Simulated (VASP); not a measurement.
# Ag (Im-3m) in VASP: single point with LDA

Aim: the single point of Ag with LDA.

All numbers are computed with VASP 6.6.1; they aren't measurements. Logs are shortened: lines on timing, memory, paths and dates and some standing lists are left out, and cuts for length are marked.

**1. The structure**

Symmetry: Im-3m, No. 229, cubic system. Conventional cell: a = 3.188 Å, b = 3.188 Å, c = 3.188 Å, α = 90.00°, β = 90.00°, γ = 90.00°. Around Ag (site symmetry m-3m) lie 8 Ag at 2.76 Å.

The cell was built by a generator and needn't be a form met in nature.

**2. Single point, LDA**

The input, INCAR:

```
SYSTEM = Ag
PREC = Accurate
ENCUT = 520
EDIFF = 1E-7
ISMEAR = -1
SIGMA = 0.13605693000000002
LREAL = .FALSE.
LASPH = .TRUE.
NELM = 60
ALGO = Normal
ISIF = 2
LWAVE = .FALSE.
LCHARG = .FALSE.
NBANDS = 12
```

The input, KPOINTS:

```
regular mesh
0
G
  14 14 14
  0 0 0
```

The input, POSCAR:

```
Ag
1.0
   -1.5939222549      1.5939222549      1.5939222549
    1.5939222549     -1.5939222549      1.5939222549
    1.5939222549      1.5939222549     -1.5939222549
Ag
1
Direct
    0.0000000000      0.0000000000      0.0000000000
```

Potentials or basis: VASP PAW LDA potentials, release 64 (Ag).

Run with:

```
cat potpaw_LDA.64/Ag/POTCAR > POTCAR
mpirun -np 1 vasp_std > vasp.out
```

OUTCAR:

```text
SYSTEM = Ag
   PREC = Accurate
   ENCUT = 520
   EDIFF = 1E-7
   ISMEAR = -1
   LREAL = .FALSE.
   LASPH = .TRUE.
   NELM = 60
   ISIF = 2

 ion  position               nearest neighbor table
   1  0.000  0.000  0.000-

  LATTYP: Found a body centered cubic cell.
 ALAT       =     3.1878445098

  Lattice vectors:

 A1 = (  -1.5939222549,   1.5939222549,   1.5939222549)
 A2 = (   1.5939222549,  -1.5939222549,   1.5939222549)
 A3 = (   1.5939222549,   1.5939222549,  -1.5939222549)

Analysis of symmetry for initial positions (statically):
=====================================================================
 Subroutine PRICEL returns:
 Original cell was already a primitive cell.

 Routine SETGRP: Setting up the symmetry group for a
 body centered cubic supercell.

 Subroutine GETGRP returns: Found 48 space group operations
 (whereof 48 operations were pure point group operations)
 out of a pool of 48 trial point group operations.

The static configuration has the point symmetry O_h .

Analysis of symmetry for dynamics (positions and initial velocities):
=====================================================================
 Subroutine PRICEL returns:
 Original cell was already a primitive cell.

 Routine SETGRP: Setting up the symmetry group for a
 body centered cubic supercell.

 Subroutine GETGRP returns: Found 48 space group operations
 (whereof 48 operations were pure point group operations)
 out of a pool of 48 trial point group operations.

The dynamic configuration has the point symmetry O_h .

 Subroutine INISYM returns: Found 48 space group operations
 (whereof 48 operations are pure point group operations),
 and found     1 'primitive' translations

----------------------------------------------------------------------------------------

                                     Primitive cell

  volume of cell :      16.1980

  direct lattice vectors                    reciprocal lattice vectors
    -1.593922255  1.593922255  1.593922255     0.000000000  0.313691586  0.313691586
     1.593922255 -1.593922255  1.593922255     0.313691586  0.000000000  0.313691586
     1.593922255  1.593922255 -1.593922255     0.313691586  0.313691586  0.000000000

  length of vectors
     2.760754329  2.760754329  2.760754329     0.443626895  0.443626895  0.443626895

  position of ions in fractional coordinates (direct lattice)
     0.000000000  0.000000000  0.000000000

  ion indices of the primitive-cell ions
   primitive index   ion index
                 1           1

----------------------------------------------------------------------------------------

 KPOINTS: regular mesh

Automatic generation of k-mesh.
 Grid dimensions read from file:
 generate k-points for:   14   14   14

 Generating k-lattice:

  Cartesian coordinates                     Fractional coordinates (reciprocal lattice)
     0.000000000  0.022406542  0.022406542     0.071428571  0.000000000  0.000000000
     0.022406542  0.000000000  0.022406542     0.000000000  0.071428571  0.000000000
     0.022406542  0.022406542  0.000000000     0.000000000  0.000000000  0.071428571

  Length of vectors
     0.031687635  0.031687635  0.031687635

  Shift w.r.t. Gamma in fractional coordinates (k-lattice)
     0.000000000  0.000000000  0.000000000

 Subroutine IBZKPT returns following result:
 ===========================================

 Found    104 irreducible k-points:

 Following reciprocal coordinates:
            Coordinates               Weight
  0.000000  0.000000  0.000000      1.000000
  0.071429  0.000000  0.000000     12.000000
  0.142857  0.000000  0.000000     12.000000
  0.214286  0.000000  0.000000     12.000000
  0.285714  0.000000  0.000000     12.000000
  0.357143  0.000000  0.000000     12.000000
[... 16 lines left out ...]
  0.285714  0.285714  0.000000     24.000000
  0.357143  0.285714 -0.000000     24.000000
 [... further k-points ...]
   k-points           NKPTS =    104   k-points in BZ     NKDIM =    104   number of bands    NBANDS=     12
   number of dos      NEDOS =    301   number of ions     NIONS =      1
   total plane-waves  NPLWV =  13824
   dimension x,y,z NGX =    24 NGY =   24 NGZ =   24
   dimension x,y,z NGXF=    48 NGYF=   48 NGZF=   48
   ions per type =               1
   NGX,Y,Z   is equivalent  to a cutoff of  14.45, 14.45, 14.45 a.u.
   NGXF,Y,Z  is equivalent  to a cutoff of  28.90, 28.90, 28.90 a.u.
 SYSTEM =  Ag
   PREC   = accura    normal or accurate (medium, high low for compatibility)
   ISTART =      0    job   : 0-new  1-cont  2-samecut
   ICHARG =      2    charge: 1-file 2-atom 10-const
   ISPIN  =      1    spin polarized calculation?
   LNONCOLLINEAR =      F non collinear calculations
   LSORBIT =      F    spin-orbit coupling
   LASPH  =      T    aspherical Exc in radial PAW
   ENCUT  =  520.0 eV  38.22 Ry    6.18 a.u.   5.13  5.13  5.13*2*pi/ulx,y,z
   NELM   =     60;   NELMIN=  2; NELMDL= -5     # of ELM steps
   EDIFF  = 0.1E-06   stopping-criterion for ELM
   LREAL  =      F    real-space projection
[... 7 lines left out ...]
   TEBEG  =    0.0;   TEEND  =   0.0 temperature during run
   PSTRESS=    0.0 pullay stress
   NELECT =      11.0000    total number of electrons
   NUPDOWN=      -1.0000    fix difference up-down
   EMIN   =  10.00;   EMAX   =-10.00  energy-range for DOS
   EFERMI =   0.00;   METHOD = LEGACY
   ISMEAR =    -1;   SIGMA  =   0.14  broadening in eV -4-tet -1-fermi 0-gaus
   EFERMI_NEDOS =   21; number of points for ismear=-14 and -15
   IALGO  =     38    algorithm
   IMIX   =      4    mixing-type and parameters
     AMIX     =   0.40;   BMIX     =  1.00
     AMIX_MAG =   1.60;   BMIX_MAG =  1.00
  volume/ion in A,a.u.               =      16.20       109.31
  Fermi-wavevector in a.u.,A,eV,Ry     =   1.438971  2.719260 28.172719  2.070636
  Thomas-Fermi vector in A             =   2.557878
   LORBIT       =      0    0 simple, 1 ext, 2 COOP (PROOUT), +10 PAW based schemes
   GGA     = CA    functional components
   LHFCALC =     F    Hartree Fock is set to
   AEXX    =    0.0000 exact exchange contribution
   IVDW    =     0    specifies the selected vdW correction
   LEPSILON=     F    determine dielectric tensor
   LRPA    =     F    only Hartree local field effects (RPA)
 non-spin polarized calculation
  energy-cutoff  :      520.00
  volume of cell :       16.20
 maximum number of plane-waves:       466
 NGX is ok and might be reduce to    24
   NGX = 11   NGY = 11   NGZ = 11

 number of electron      10.9999999 magnetization

 Free energy of the ion-electron system (eV)
  ---------------------------------------------------
  ext. energy  EPLUGINS =         0.00000000
  ---------------------------------------------------
  free energy    TOTEN  =        -3.74572196 eV

  energy without entropy =       -3.72276924  energy(sigma->0) =       -3.73424560

 E-fermi :   8.9294     XC(G=0): -12.8887

 val. band max:        8.9220665053   @ k =   0.2143   0.2143   0.0714
 cond. band min:       9.0856938191   @ k =   0.3571   0.1429  -0.0000
 fundamental gap:      0.1636273137
 Fermi energy:         8.9294342691

 k-point     1 :       0.0000    0.0000    0.0000
  band No.  band energies     occupation
      1       0.6840      2.00000
      2       3.7920      2.00000
      3       3.7920      2.00000
      4       3.7920      2.00000
      5       5.2746      2.00000
      6       5.2746      2.00000
      7      27.0322      0.00000
      8      27.0322      0.00000
      9      27.0322      0.00000
     10      33.9668      0.00000
     11      33.9669      0.00000
     12      34.0341      0.00000

 k-point     2 :       0.0714    0.0000    0.0000
  band No.  band energies     occupation
      1       0.8597      2.00000
      2       3.7456      2.00000
      3       3.7985      2.00000
      4       3.8982      2.00000
      5       5.2235      2.00000
      6       5.2779      2.00000
      7      26.6751      0.00000
      8      26.9947      0.00000
      9      27.1791      0.00000
     10      31.9994      0.00000
     11      32.2305      0.00000
     12      32.9702      0.00000

 k-point     3 :       0.1429    0.0000    0.0000
  band No.  band energies     occupation
      1       1.3518      2.00000
      2       3.6177      2.00000
      3       3.8262      2.00000
      4       4.2051      2.00000
      5       5.1150      2.00000
      6       5.2893      2.00000
      7      25.2671      0.00000
      8      26.5718      0.00000
      9      27.5839      0.00000
     10      30.7176      0.00000
     11      30.9489      0.00000
     12      31.0446      0.00000
[... 286 lines left out ...]
 k-point    23 :       0.2857    0.2857    0.0000
  band No.  band energies     occupation
      1       2.7983      2.00000
      2       3.4281      2.00000
      3       4.0787      2.00000
      4       5.2313      2.00000
      5       5.5623      2.00000
      6      11.1342      0.00000
      7      15.5906      0.00000
      8      16.0073      0.00000
      9      23.6431      0.00000
     10      30.0147      0.00000
     11      31.8261      0.00000
     12      38.6856      0.00000

 k-point    24 :       0.3571    0.2857   -0.0000
  band No.  band energies     occupation
      1       2.8048      2.00000
      2       3.5183      2.00000
      3       3.9803      2.00000
      4       5.3235      2.00000
      5       5.5184      2.00000
      6      12.8408      0.00000
      7      13.8988      0.00000
      8      15.5548      0.00000
      9      23.5864      0.00000
     10      30.4229      0.00000
     11      31.3373      0.00000
     12      38.7742      0.00000

 [... further k-points ...]
[... 5 lines left out ...]
  --------------------------------------------------------------------------------------
  -------------------------------------------------------------------------------------
  Total       -0.0498867     -0.0498867     -0.0498867     -0.0000000      0.0000000     -0.0000000
  in kB       -4.9343983     -4.9343983     -4.9343983     -0.0000000      0.0000000     -0.0000000
  external PRESSURE =      -4.9343983 kB  Pullay stress =       0.0000000 kB

 VOLUME and BASIS-vectors are now :
 -----------------------------------------------------------------------------
  energy-cutoff  :      520.00
  volume of cell :       16.20
      direct lattice vectors                 reciprocal lattice vectors
    -1.593922255  1.593922255  1.593922255     0.000000000  0.313691586  0.313691586
     1.593922255 -1.593922255  1.593922255     0.313691586  0.000000000  0.313691586
     1.593922255  1.593922255 -1.593922255     0.313691586  0.313691586  0.000000000

 POSITION                                       TOTAL-FORCE (eV/Angst)
 -----------------------------------------------------------------------------------
      0.00000      0.00000      0.00000        -0.000000     -0.000000      0.000000
 -----------------------------------------------------------------------------------
    total drift:                                0.000000      0.000000     -0.000000

  FREE ENERGIE OF THE ION-ELECTRON SYSTEM (eV)
  ---------------------------------------------------
  free  energy   TOTEN  =        -3.7457219628 eV

  energy  without entropy=       -3.7227692395  energy(sigma->0) =       -3.73424560
```

Run time: 7.5 s. Hardware: 1 thread of Intel Xeon Platinum 8488C (Sapphire Rapids), shared host; peak memory 0.13 GiB.

Results:

* Free energy: -3.7457 eV
* Pressure: -0.5 GPa
* Band gap on the k mesh: none (metal or under the smearing width)
